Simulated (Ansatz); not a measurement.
Crystal: Co.

```xyz
4
Lattice="2.4706 0.0000 0.0000 -1.2353 2.1396 0.0000 0.0000 0.0000 8.0882" Properties=species:S:1:pos:R:3 pbc="T T T"
Co    1.2353    0.7132    6.0662
Co    0.0000    0.0000    4.0441
Co    0.0000    1.4264    2.0221
Co    0.0000    0.0000    0.0000
```

| Property | Result |
| --- | --- |
| Program | Ansatz 0.2.0 |
| Task | relaxation of cell and atoms |
| Functional | revPBE |
| Potentials or basis | Ansatz PAW |
| Cutoff | 420 eV (not typed: the program's choice for these potentials) |
| k mesh | 12 × 12 × 4 |
| Occupations | fermi-dirac, width 0.05 eV |
| Spin | collinear spin, ferromagnetic start |
| Starting moments | [2.0, 2.0, 2.0, 2.0] μB |

At the start: volume 10.69 Å³/atom.

**Question.** How do energy, volume and symmetry change on relaxing?

**Answer.** It ends after 7 steps and the volume is 11.14 Å³/atom (+4.2 %); space group P6_3/mmc (No. 194, to 0.05 Å); moment 6.76 μB per cell.

The path:
```tsv
step	energy change (eV)	largest force (eV/Å)	volume (Å³)
1	0.0000	0.0000	42.75
2	-0.0392	0.0000	43.67
3	-0.0503	0.0000	44.48
4	-0.0503	0.0000	44.53
5	-0.0527	0.0000	44.53
6	-0.0527	0.0000	44.56
7	-0.0527	0.0000	44.56
```

Final structure:
```yaml
crystal:
  lattice:
    - [2.51443, 0.00000, 0.00000]
    - [-1.25722, 2.17756, 0.00000]
    - [0.00000, 0.00000, 8.13753]
  atoms:
    - { symbol: Co, position: [0.66667, 0.33333, 0.75000] }
    - { symbol: Co, position: [0.00000, 0.00000, 0.50000] }
    - { symbol: Co, position: [0.33333, 0.66667, 0.25000] }
    - { symbol: Co, position: [0.00000, 0.00000, 0.00000] }
```

Caveat: the plane-wave basis is chosen anew once the cell has moved, so the energies of steps on either side of that aren't comparable; the PAW data sets come from PBE, with cores solved anew for the run's functional, which leaves a small shift of forces and pressure.
